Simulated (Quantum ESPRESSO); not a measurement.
Set up this calculation in Quantum ESPRESSO 7.5, as an ASE script.

```
Task                : relaxation of cell and atoms
Functional          : PBEsol
Potentials or basis : PseudoDojo 0.4.1 SR PBE standard
Cutoff              : 952 eV
Density cutoff      : 3810 eV
k mesh              : 8 × 8 × 8
Occupations         : fermi-dirac, width 0.05 eV
Spin                : no spin polarisation
ASE optimiser       : BFGS
Mixing beta         : 0.5
Most SCF iterations : 120
SCF threshold       : 4e-10 Ry
```

The structure of InP lies in InP.cif:

```cif
data_InP
_cell_length_a 5.86100000
_cell_length_b 5.86100000
_cell_length_c 5.86100000
_cell_angle_alpha 90.00000000
_cell_angle_beta 90.00000000
_cell_angle_gamma 90.00000000
_space_group_name_H-M_alt 'F-43m'
_space_group_name_Hall 'F -4 2 3'
_space_group_IT_number 216
loop_
_space_group_symop_operation_xyz
'x,y,z'
'y,-x,-z'
'-x,-y,z'
'-y,x,-z'
'x,-y,-z'
'y,x,z'
'-x,y,-z'
'-y,-x,z'
'z,x,y'
'-z,y,-x'
'z,-x,-y'
'-z,-y,x'
'-z,x,-y'
'z,y,x'
'-z,-x,y'
'z,-y,-x'
'y,z,x'
'-x,-z,y'
'-y,z,-x'
'x,-z,-y'
'-y,-z,x'
'x,z,y'
'y,-z,-x'
'-x,z,-y'
'x,y+1/2,z+1/2'
'y,-x+1/2,-z+1/2'
'-x,-y+1/2,z+1/2'
'-y,x+1/2,-z+1/2'
'x,-y+1/2,-z+1/2'
'y,x+1/2,z+1/2'
'-x,y+1/2,-z+1/2'
'-y,-x+1/2,z+1/2'
'z,x+1/2,y+1/2'
'-z,y+1/2,-x+1/2'
'z,-x+1/2,-y+1/2'
'-z,-y+1/2,x+1/2'
'-z,x+1/2,-y+1/2'
'z,y+1/2,x+1/2'
'-z,-x+1/2,y+1/2'
'z,-y+1/2,-x+1/2'
'y,z+1/2,x+1/2'
'-x,-z+1/2,y+1/2'
'-y,z+1/2,-x+1/2'
'x,-z+1/2,-y+1/2'
'-y,-z+1/2,x+1/2'
'x,z+1/2,y+1/2'
'y,-z+1/2,-x+1/2'
'-x,z+1/2,-y+1/2'
'x+1/2,y,z+1/2'
'y+1/2,-x,-z+1/2'
'-x+1/2,-y,z+1/2'
'-y+1/2,x,-z+1/2'
'x+1/2,-y,-z+1/2'
'y+1/2,x,z+1/2'
'-x+1/2,y,-z+1/2'
'-y+1/2,-x,z+1/2'
'z+1/2,x,y+1/2'
'-z+1/2,y,-x+1/2'
'z+1/2,-x,-y+1/2'
'-z+1/2,-y,x+1/2'
'-z+1/2,x,-y+1/2'
'z+1/2,y,x+1/2'
'-z+1/2,-x,y+1/2'
'z+1/2,-y,-x+1/2'
'y+1/2,z,x+1/2'
'-x+1/2,-z,y+1/2'
'-y+1/2,z,-x+1/2'
'x+1/2,-z,-y+1/2'
'-y+1/2,-z,x+1/2'
'x+1/2,z,y+1/2'
'y+1/2,-z,-x+1/2'
'-x+1/2,z,-y+1/2'
'x+1/2,y+1/2,z'
'y+1/2,-x+1/2,-z'
'-x+1/2,-y+1/2,z'
'-y+1/2,x+1/2,-z'
'x+1/2,-y+1/2,-z'
'y+1/2,x+1/2,z'
'-x+1/2,y+1/2,-z'
'-y+1/2,-x+1/2,z'
'z+1/2,x+1/2,y'
'-z+1/2,y+1/2,-x'
'z+1/2,-x+1/2,-y'
'-z+1/2,-y+1/2,x'
'-z+1/2,x+1/2,-y'
'z+1/2,y+1/2,x'
'-z+1/2,-x+1/2,y'
'z+1/2,-y+1/2,-x'
'y+1/2,z+1/2,x'
'-x+1/2,-z+1/2,y'
'-y+1/2,z+1/2,-x'
'x+1/2,-z+1/2,-y'
'-y+1/2,-z+1/2,x'
'x+1/2,z+1/2,y'
'y+1/2,-z+1/2,-x'
'-x+1/2,z+1/2,-y'
loop_
_atom_site_label
_atom_site_type_symbol
_atom_site_symmetry_multiplicity
_atom_site_Wyckoff_symbol
_atom_site_fract_x
_atom_site_fract_y
_atom_site_fract_z
_atom_site_occupancy
In1 In 4 a 0.0000000000 0.0000000000 0.0000000000 1
P1 P 4 c 0.2500000000 0.2500000000 0.2500000000 1
```

These files were run (other wordings do the same):

run.py

```python
import numpy as np
from ase.calculators.espresso import Espresso, EspressoProfile
import spglib
from ase import Atoms
from ase.io import read

atoms = read('InP.cif')
cell, pos, num = spglib.standardize_cell((atoms.cell[:], atoms.get_scaled_positions(), atoms.numbers), to_primitive=True, symprec=1e-4)
atoms = Atoms(numbers=num, cell=cell, scaled_positions=pos, pbc=True)

input_data = {
    'control': {'calculation': 'scf', 'prefix': 'pwscf', 'outdir': './tmp', 'tprnfor': True, 'tstress': True, 'disk_io': 'low'},
    'system': {'ecutwfc': 70.0, 'nbnd': 15, 'input_dft': 'pbesol', 'occupations': 'smearing', 'smearing': 'fd', 'degauss': 0.00367493},
    'electrons': {'conv_thr': 4e-10, 'electron_maxstep': 120, 'mixing_beta': 0.5},
}
pseudopotentials = {'P': 'P.upf', 'In': 'In.upf'}
profile = EspressoProfile(command='pw.x', pseudo_dir='pseudo')
dft = Espresso(profile=profile, input_data=input_data, pseudopotentials=pseudopotentials, kpts=(8, 8, 8), koffset=(0, 0, 0))
atoms.calc = dft

from ase.optimize import BFGS
from ase.filters import FrechetCellFilter
done = BFGS(FrechetCellFilter(atoms), trajectory='opt.traj').run(fmax=0.02, steps=30)
print('converged', done)
print('cell (A)', np.round(atoms.cell.cellpar(), 5))
print(f'energy {atoms.get_potential_energy():.8f} eV')
print('forces (eV/A)')
print(np.round(atoms.get_forces(), 6))
print('stress (eV/A^3, Voigt)')
print(np.round(atoms.get_stress(), 8))
print(f'Fermi level {dft.get_fermi_level():.4f} eV')
```

Potentials or basis: PseudoDojo 0.4.1 SR PBE standard.

The run is started by

```sh
$ OMP_NUM_THREADS=1 python run.py
```

Results of the run:

```yaml
Relaxed_volume: 25.51 Å³/atom
Relaxed_cell: a = 4.163 Å, b = 4.163 Å, c = 4.163 Å, α = 60.00°, β = 60.00°, γ = 60.00°
Space_group_after_relaxing_to_0.05_Å: F-43m (No. 216)
Energy_gained_by_relaxing: 1.0 meV/atom
Ionic_steps: 3
Pressure_after_relaxing: 0.0 GPa
Band_gap_on_the_k_mesh: 0.53 eV, direct
```

Caveat: the potentials were made for another functional, which shifts forces and pressure; spin-orbit coupling is left out, which moves the levels of the heavy elements.

Run time: 90 s on 1 thread of Arm Neoverse V1, with other jobs on the host, peak memory 0.09 GiB.
